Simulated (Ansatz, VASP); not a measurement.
# TaN in VASP and in Ansatz

```
CELL_PARAMETERS angstrom
0.00000 2.18263 2.18263
2.18263 0.00000 2.18263
2.18263 2.18263 0.00000
ATOMIC_POSITIONS crystal
Ta 0.49443 0.50718 0.49273
N 0.02647 0.99712 0.98522
```

Alike in both runs: task single point; functional PBE; k mesh 8 × 8 × 8; occupations gaussian, width 0.15 eV; no spin polarisation.

```csv
,VASP,Ansatz
version,VASP 6.6.1,Ansatz 0.2.0
potentials or method,"VASP PAW PBE potentials, release 64 (Ta_pv, N)","plane waves, PAW"
plane-wave cutoff (eV),520,540
valence electrons in the cell,16,18
```

Ansatz gave:

- pressure (GPa): 14.1
- largest component of the traceless stress (GPa): 0.54
- rms of the force components (eV/Å): 0.473

Task: What did VASP give for the same quantities?

Result: Pressure (GPa): 15.0; largest component of the traceless stress (GPa): 0.55; rms of the force components (eV/Å): 0.473.

Atom by atom the forces differ by 0.001 eV/Å (rms over components). The functional is the same, so the differences come from potentials, cutoffs and numerics. The two sets of potentials don't hold the same shells in valence. Ansatz warned: «stress_scf_threshold_loose».

Caveats: so large a pressure means that the cell lies far from this level's equilibrium, or that cutoff or potentials fall short (VASP). Spin-orbit coupling is left out, which matters for the levels of Ta.
